## Is fcc tungsten's bond a spring?

Volume grows as the cube of bond length, so 1 % in length is about 3 % in volume. Near its equilibrium volume, the fcc tungsten of this calculation loses roughly 0.3 % of its volume per GPa of pressure, and its bulk modulus rises by about 5 GPa. In terms of length, bonds 1 % longer make the metal more than 10 % softer. The question is where so strong a softening comes from.

The cube law itself offers a tempting answer. Equal steps in volume are unequal steps in length: the same change of volume moves the atoms further when the crystal is compressed than when it is stretched. Even a perfect spring would then seem stiffer on the compressed side. Perhaps the bond is such a spring, and the lopsided energy curve is only geometry.

SIESTA 5.4.2 calculations with the PBE functional for fcc tungsten, without spin polarisation or spin-orbit coupling. All rows use PseudoDojo 0.4 standard norm-conserving pseudopotentials, a DZP basis (energy shift 0.002 Ry), a mesh cutoff of 800 Ry, an 11×11×11 k mesh and Fermi-Dirac smearing of 0.05 eV. Energies are counted from the minimum of the fitted curve.

```
volume (Å³/atom)  energy (meV/atom)  pressure (GPa)
           15.73              50.18          19.080
           16.06              18.87          11.120
           16.40               2.92           4.290
           16.73               0.54          -1.940
           17.07              11.02          -7.810
           17.40              32.57         -12.630
           17.73              63.57         -17.000
```

The energy is counted per atom from the minimum of the fitted curve, and positive pressure means that the crystal pushes outwards. The volume steps are equal apart from rounding, yet the pressure drops by 7.96 GPa over the first step and by only 4.37 GPa over the last. The crystal therefore gives way more easily the further it is stretched.

### Reading the stiffness from the pressures

The bulk modulus $B$ is the pressure needed per relative change of volume, $B=-V\,dP/dV$, with $V$ the volume per atom and $P$ the pressure. Over the first step the pressure falls by about 8.0 GPa while the volume grows by 0.33 Å$^3$, around a mean of 15.9 Å$^3$. This gives $B\approx 15.9\times 8.0/0.33$, or a little over 380 GPa; less rounded volumes give 378 GPa. No equation of state enters this estimate.

Repeated for each step, it gives a modulus that falls every time the crystal expands. From the middle of the first step to the middle of the last, the bonds lengthen by 3.4 % and the modulus drops by 39 %. Any explanation has to account for these two numbers together.

### First explanation: a perfect spring

Let the energy per atom be $E=\tfrac12K(d-d_0)^2$, where $d$ is the bond length, $d_0$ its equilibrium value and $K$ a spring constant. With $x=d/d_0$ the volume is $V_0x^3$, where $V_0$ is the equilibrium volume. Differentiating once gives the pressure, and once more the modulus:

$$P=\frac{Kd_0^2}{3V_0}\,\frac{1-x}{x^2},\qquad B=B_0\left(\frac{2}{x^2}-\frac1x\right).$$

Here $B_0=Kd_0^2/(9V_0)$ is the modulus at zero pressure. Close to $x=1$ the bracket is $1-3(x-1)$, so each per cent of length costs 3 % of modulus.

For bonds 3.4 % longer, the spring should thus soften by about $3\times3.4\approx10$ %. The calculated crystal softens by 39 %. Geometry is real and works in the right direction, but it supplies only about a quarter of the effect. The bond itself must become stiffer when it is shortened.

### Second explanation: electrons in a smaller box

A simple picture of a metal shows how this can happen. Electrons confined to a smaller space have shorter wavelengths, and their kinetic energy rises as $1/d^2$. Their Coulomb attraction to the ions deepens only as $1/d$. Compression therefore raises the cost faster than the gain, while expansion weakens both.

With positive constants $a$ and $b$, completing the square gives

$$\frac{a}{d^2}-\frac{b}{d}=a\left(\frac1d-\frac{b}{2a}\right)^2-\frac{b^2}{4a}.$$

The energy is again a parabola, but in $1/d$ instead of $d$. A shortening of the bond changes $1/d$ by more than an equal lengthening does, so the compressed side of the energy curve is steeper.

The two pictures belong to one family, $E=A(x^m-1)^2$, with $A$ a constant that sets the energy scale. The spring has $m=1$ and the electron gas $m=-1$. With $y=\ln x$, the energy near the minimum is $Am^2(y^2+my^3)$. Taking the pressure and modulus as before gives

$$B\approx B_0\,[1-3(2-m)y],\qquad P\approx-3B_0y.$$

The modulus therefore rises by $2-m$ GPa for each GPa of pressure: 1 for the spring and 3 for the electron gas. The more steeply the energy climbs at short distance, the more negative $m$ is and the faster the metal stiffens.

### Third explanation: a steeper repulsion

Atoms in a real metal have inner shells. When neighbours approach, their electron clouds overlap, and the Pauli principle forces electrons into states of higher energy. This repulsion grows almost exponentially as the distance shrinks, so it can be steeper than the kinetic energy of a free-electron gas.

The second-order Birch form gives such steepness a simple shape: a parabola in $1/d^2$, or $m=-2$. Its repulsive part rises as $1/d^4$ and its attractive part as $1/d^2$. The form predicts that the modulus rises by 4 GPa per GPa. It describes how steep the energy is, but does not say which electrons are responsible.

### What the numbers decide

A straight line through the moduli of the six steps, plotted against the pressure at the middle of each step, has a slope of $4.8\pm0.4$. The spring's value of 1 is far away, and the electron gas's value of 3 is clearly too small. The Birch value of 4 is nearest, though still low. Neighbouring steps share a pressure value, so the quoted error is itself only a rough guide.

A second comparison uses the whole energy curve. Each of the three parabolas was fitted to the energies of all seven rows, and its pressures were then derived and compared with the calculated ones, which had played no part in the fits. Over the range in which the calculated modulus falls by 39 %, the spring gives a fall of 10 %, the electron gas 26 % and the Birch form 33 %. The printed output after this text shows the same order in the energies and in the pressures. Because energy and pressure come from the same calculation, this tests the shape of the curve and not the accuracy of the density functional.

The modulus of the Birch form still falls a little too slowly on expansion. Relative to the calculated modulus, it is about 4 % too low over the first step and 6 % too high over the last. Between these ends the calculated modulus falls unevenly, only slightly from the third step to the fourth and then sharply to the fifth. The finite k mesh and the real-space grid are possible sources of this unevenness, but only runs with denser ones could test that. The data thus favour an energy curve more lopsided than the electron-gas sketch allows: steeper under compression and gentler under tension. They do not isolate the repulsion, because the Birch form has a steeper attraction as well. In tungsten such an attraction is expected from the 5d electrons, whose bonding weakens quickly as the atoms move apart.

### Using the result

For a small change of pressure around zero, a modulus of about 300 GPa that rises by nearly 5 GPa per GPa is a fair summary of this crystal. A constant modulus would make it too soft under compression and too stiff under tension. The correction matters most at the ends of the range, where the modulus differs from its zero-pressure value by roughly a quarter.

These values should not be used for a piece of ordinary tungsten, whose stable structure is body-centred cubic. Here the atoms were held in the fcc arrangement and only the volume changed. Ideal fcc tungsten is known to give way when one cube axis is stretched or squeezed against the other two; squeezing it while the other two stretch leads towards the body-centred structure. The energy minimum found here therefore shows resistance to a change of volume, not stability of the structure.

The open question is how much of the stiffening under compression comes from the overlap of inner shells and how much from the valence electrons. The slope itself also needs a test, because the basis describes the valence electrons above tungsten's semicore shells only roughly. Repeating the seven volumes with a richer basis would show whether the slope stays near 5.

Printed output of the fit:

```
fit of Bst on 6 rows: constant 303.4 +/- 4.1, coefficient of Pm 4.78 +/- 0.4; rms 8.21, worst 17.07 -16.4, leave-one-out rms 10.9
fit of energy on 7 rows: constant 0.67 +/- 0.64, coefficient of uH 493 +/- 31, coefficient of uH**2 140911 +/- 2718; rms 0.838, worst 17.4 -1.01, leave-one-out rms 2.26
fit of energy on 7 rows: constant 0.6984 +/- 0.29, coefficient of uG -580.7 +/- 14, coefficient of uG**2 141025 +/- 1235; rms 0.382, worst 17.4 -0.538, leave-one-out rms 1.01
fit of energy on 7 rows: constant 0.7263 +/- 0.13, coefficient of uB -312.3 +/- 3.3, coefficient of uB**2 35248 +/- 141; rms 0.175, worst 17.4 -0.307, leave-one-out rms 0.418
Modulus over the step that ends at each row, GPa:
    row  mid-step bond length A  mid-step pressure  computed  Hooke  electron gas  Birch
  16.06                   2.822               15.1     378.1  314.5         346.5  363.2
   16.4                   2.842              7.705     331.3  308.1           326    335
  16.73                   2.861              1.175     308.4  301.9         306.8    309
  17.07                    2.88             -4.875     296.4  295.9         288.9  285.1
   17.4                   2.899             -10.22     248.2  290.1         272.1  263.1
  17.73                   2.918             -14.82     229.4  284.5         256.3  242.7
Bond lengthening from first to last mid-step, %: 3.392
Fall of modulus over that range, computed, %: 39.32
Fall of modulus, Hooke spring in length, %: 9.534
Fall of modulus, electron-gas sketch, %: 26.04
Fall of modulus, Birch form, %: 33.18
Rms miss of pressure, Hooke spring, GPa: 0.8693
Rms miss of pressure, electron-gas sketch, GPa: 0.4107
Rms miss of pressure, Birch form, GPa: 0.1937
```
